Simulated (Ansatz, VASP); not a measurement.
RbBr: VASP beside Ansatz

```
Rb Br
1.0
     0.00000    3.33589    3.49046
     3.33589    0.00000    3.49046
     3.33589    3.33589    0.00000
Rb Br
1 1
Direct
  0.00000 0.00000 0.00000
  0.50000 0.50000 0.50000
```

Change from the starting cell: epitaxial_xy strain -3.6%.

Alike in both runs: task single point; functional r2SCAN; k mesh 6 × 6 × 6; no spin polarisation.

|  | VASP | Ansatz |
| --- | --- | --- |
| version | VASP 6.6.1 | Ansatz 0.2.0 |
| potentials or method | VASP PAW PBE potentials, release 64 (Rb_sv, Br) | plane waves, PAW |
| plane-wave cutoff (eV) | 520 | 500 |
| occupations | gaussian, width 0.01 eV | fixed |
| valence electrons in the cell | 16 | 16 |

|  | VASP | Ansatz | Ansatz less VASP |
| --- | --- | --- | --- |
| gap on the k mesh at the Fermi level (eV) | 5.03 | 5.04 | +0.001 |
| pressure (GPa) | 1.2 | 1.2 | -0.02 |
| largest component of the traceless stress (GPa) | 1.21 | 1.20 | -0.011 |

Caveats: the PAW data sets were made with another functional, which shifts forces and pressure a little (VASP).
